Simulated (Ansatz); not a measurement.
MgSe (started from an entry of an open crystallographic database), relaxed with r2SCAN: 8 runs in Ansatz 0.2.0, each a construction of maximally localised Wannier functions. It is cubic, Fm-3m (No. 225); conventional cell a = 5.473 Å, 20.49 Å³ an atom. Around Mg lie 6 Se at 2.74 Å; around Se lie 6 Mg at 2.74 Å. Calculated for a static, non-magnetic cell.

```yaml
crystal:
  lattice:
    - [0.00000, 2.73628, 2.73628]
    - [2.73628, 0.00000, 2.73628]
    - [2.73628, 2.73628, 0.00000]
  atoms:
    - { symbol: Mg, position: [0.00000, 0.00000, 0.00000] }
    - { symbol: Se, position: [0.50000, 0.50000, 0.50000] }
```

Windows count from the top of the filled bands; a dash means that no such window was set (without an outer window there is no disentanglement). Rows marked drawn have settings drawn at random (some not listed).

| functional | SCF mesh | trial orbitals | functions | mesh | window (eV) | frozen (eV) | settings | Ω total (Å²) | Ω invariant (Å²) | largest spread (Å²) | least projectability | interpolation miss of the model's filled bands (eV, to the nearest computed level) |
| --- | --- | --- | --- | --- | --- | --- | --- | --- | --- | --- | --- | --- |
| PBE | 6×6×6 | Se s, Se p | 4 | 6×6×6 | – | – | chosen | 6.99 | 5.76 | 1.75 | 0.91 | 0.088 |
| PBE | 6×6×6 | Se s, Se p | 4 | 4×4×4 | – | – | chosen | 6.31 | 5.12 | 1.58 | 0.90 | 0.241 |
| PBE | 6×6×6 | Se s, Se p | 4 | 8×8×8 | – | – | chosen | 7.26 | 6.04 | 1.82 | 0.90 | 0.031 |
| PBE | 6×6×6 | Se p | 3 | 6×6×6 | – | – | chosen | 6.99 | 6.90 | 2.33 | 0.84 | 0.087 |
| r2SCAN | 6×6×6 | Se s, Se p | 4 | 6×6×6 | – | – | chosen | 6.68 | 5.47 | 1.67 | 0.93 | 0.059 |
| HSE06 | 6×6×6 | Se s, Se p | 4 | 6×6×6 | – | – | chosen | 6.76 | 5.54 | 1.69 | 0.92 | – |
| HSE06 | 6×6×6 | Se p | 3 | 6×6×6 | – | – | chosen | 6.78 | 6.71 | 2.26 | 0.85 | – |
| PBE | 6×6×6 | Se s, Se p (loose tolerance) | 4 | 6×6×6 | – | – | drawn | 6.99 | 5.76 | 1.75 | 0.91 | 0.088 |

A dash in the last column means that the miss wasn't evaluated.

For Se s, Se p with PBE the spread goes 6.31 Å² (4×4×4), 6.99 Å² (6×6×6), 7.26 Å² (8×8×8): finite differences on a coarse mesh understate it.

Spin-orbit coupling is left out.
